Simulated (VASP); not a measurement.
# CoO under changes of volume

One of the cells (9.770 Å³/atom); the others are scaled copies at fixed shape and fractional positions:

```
Co O
1.0
     1.51544    0.87494    2.45609
    -1.51544    0.87494    2.45609
     0.00000   -1.74988    2.45609
Co O
1 1
Direct
  0.00000 0.00000 0.00000
  0.50000 0.50000 0.50000
```

The cell is a database's computed one.

```yaml
Program: VASP 6.6.1
Functional: PBE
Potentials_or_basis: VASP PAW PBE potentials, release 64 (Co, O)
Cutoff: 520 eV
k_mesh: 11 × 11 × 11
Occupations: fermi-dirac, width 0.05 eV
Spin: collinear spin, ferromagnetic start
Starting_moments: "[2.0, 0.0] μB"
```

```csv
volume (Å³/atom),energy over the lowest point (meV/atom),pressure (GPa),moment (μB per cell)
9.003,17.24,10.3,2.63
9.195,6.13,6.7,2.77
9.387,0.00,2.9,2.83
9.770,?,?,?
9.961,7.18,-6.7,2.95
10.153,16.71,-9.4,2.98
```

What does the run at 9.770 Å³/atom give?

Energy over the lowest point 1.05 meV/atom; pressure -3.8 GPa; moment 2.92 μB per cell.

Worked out: A Birch-Murnaghan fit of order 3 (a polynomial in V^(-2/3)) to the other rows has its minimum at 9.55 Å³/atom with B0 = V·E''(V) = 172 GPa and B' = 4.1 at fixed shape and positions, which overstates the stiffness. It gives 0.99 meV/atom at 9.770 Å³/atom, against the run's 1.05, and -dE/dV = -3.7 GPa, against -3.8. A parabola through the other rows of the moment, of slope 0.177 μB per Å³/atom there, gives 2.94 μB, against the run's 2.92.

Energies are extrapolated to zero smearing.

Caveats: a cell with one magnetic atom can't hold antiferromagnetic order, which such compounds often take.
